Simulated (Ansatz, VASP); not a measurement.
**HfC in VASP and in Ansatz**

```
CELL_PARAMETERS angstrom
3.25151 0.00000 0.00000
-1.62575 2.81589 0.00000
0.00000 0.00000 2.90661
ATOMIC_POSITIONS crystal
Hf 0.66667 0.33333 0.43605
C 0.33333 0.66667 0.97658
```

Alike in both runs: functional PBE; k mesh 6 × 6 × 6; occupations gaussian, width 0.1 eV; no spin polarisation.

Ansatz relaxed the structure, and its values are those at the end. VASP's run is a single point on that final structure, the one shown.

```csv
,VASP,Ansatz
version,VASP 6.6.1,Ansatz 0.2.0
potentials or method,"VASP PAW PBE potentials, release 64 (Hf_pv, C)","scalar-relativistic, plane waves, PAW"
plane-wave cutoff (eV),520,420
valence electrons in the cell,14,30
```

VASP gave:

| Item | Value |
| --- | --- |
| gap on the k mesh at the Fermi level (eV) | 0.28 |
| least direct gap on the mesh (eV) | 0.38 |
| pressure (GPa) | -1.2 |

Q: Estimate Ansatz's values.

A: gap on the k mesh at the Fermi level (eV): 0.31; least direct gap on the mesh (eV): 0.41; pressure (GPa): -0.3.

The two sets of potentials don't hold the same shells in valence.

Caveats: spin-orbit coupling is left out, which moves the levels of the heavy elements.
